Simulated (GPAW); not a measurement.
CoSi2, 3 atoms in the cell. It takes space group Fm-3m (No. 225, cubic). Conventional cell: a = 5.356 Å, b = 5.356 Å, c = 5.356 Å, α = 90.00°, β = 90.00°, γ = 90.00°. Co (site symmetry m-3m) is surrounded by 8 Si at 2.32 Å. Si (site symmetry -43m) has 4 Co at 2.32 Å as nearest neighbours. 

- Program: GPAW 26.7.0
- Task: single point
- Functional: LDA
- Potentials or basis: the program's PAW data sets (release 1.2.1) made for this functional
- Cutoff: 450 eV
- Basis: pw
- k mesh: 7 × 7 × 7
- Occupations: fermi-dirac, width 0.05 eV
- Spin: collinear spin, ferromagnetic start
- Starting moments: [3.0, 0.0, 0.0] μB
- Maxiter: 120
- Convergence: default

Potentials or basis: the program's PAW data sets (release 1.2.1) made for this functional, pw.

Run with:

```sh
$ OMP_NUM_THREADS=1 python run.py
```

Hardware: 1 thread of Arm Neoverse V2, with other jobs on the host.

Task: How long does it take, and how much memory?

Result: It took 13 s on 1 thread of Arm Neoverse V2, with other jobs on the host, peak memory 0.15 GiB. Counts: scf iterations 11, plane waves 869, bands 20, k points 20.
